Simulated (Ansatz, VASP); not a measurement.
## One calculation of SnSe, two programs

```xyz
2
Lattice="0.0000 2.9999 2.9999 2.9999 0.0000 2.9999 2.9999 2.9999 0.0000" Properties=species:S:1:pos:R:3 pbc="T T T"
Sn    0.0000    0.0000    0.0000
Se    2.9999    2.9999    2.9999
```

Change from the starting cell: volume scaled by 0.99.

Alike in both runs: task single point; functional PBE; k mesh 9 × 9 × 9; occupations fermi-dirac, width 0.02 eV; no spin polarisation.

|  | VASP | Ansatz |
| --- | --- | --- |
| version | VASP 6.6.1 | Ansatz 0.2.0 |
| potentials or method | VASP PAW PBE potentials, release 64 (Sn_d, Se), cutoff 520 eV | all-electron LAPW, scalar-relativistic |

|  | VASP | Ansatz | Ansatz less VASP |
| --- | --- | --- | --- |
| pressure (GPa) | 1.6 | 1.6 | 0.00 |

Ansatz ran all-electron here, so the differences hold the error of VASP's frozen core and of both bases.
